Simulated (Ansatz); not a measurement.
# Band structure of I

```xyz
1
Lattice="-1.6175 1.6175 4.2648 1.6175 -1.6175 4.2648 1.6175 1.6175 -4.2648" Properties=species:S:1:pos:R:3 pbc="T T T"
I     0.0000    0.0000    0.0000
```

The conventional cell has a = 3.235 Å, b = 3.235 Å, c = 8.530 Å, α = 90.00°, β = 90.00°, γ = 90.00°. Around I (atom 1) lie 4 I at 3.23 Å.

Structure from Materials Project entry mp-601148 (possibly hypothetical), not relaxed further.

The calculation used DFT, PBE, all-electron LAPW, Dirac equation with spin-orbit coupling in Ansatz 0.2.0.

Sampling and basis: a Γ-centred 18×18×18 k mesh, Fermi–Dirac smearing of 0.08 eV, basis error target 1 meV/atom, no spin polarisation.

Points in fractions of the reciprocal vectors of this cell: Γ (0, 0, 0), X (0, 0, 0.5), P (0.25, 0.25, 0.25), N (0, 0.5, 0), M (0.5, 0.5, -0.5), S (0.286, 0.714, -0.286), S0 (-0.286, 0.286, 0.286). The path joins them by straight lines in the order Γ–X–P–N–Γ–M–S–S0–Γ; legs that retrace an earlier one aren't tabulated. Energies are in eV from the Fermi level.

**Question.** List the levels at N between -20 and 7.5 eV.

**Answer.** -12.36 (×2), -5.16 (×2), -1.78 (×2), 1.77 (×2), 4.88 (×2).

**Question.** List the levels at S between -20 and 7.5 eV.

**Answer.** -12.43 (×2), -4.95 (×2), -2.12 (×2), 1.68 (×2), 5.91 (×2).

**Question.** List the levels at S0 between -20 and 7.5 eV.

**Answer.** -12.43 (×2), -4.95 (×2), -2.12 (×2), 1.68 (×2), 5.91 (×2).

**Question.** What is the band gap?

**Answer.** none: bands cross the Fermi level, a metal.
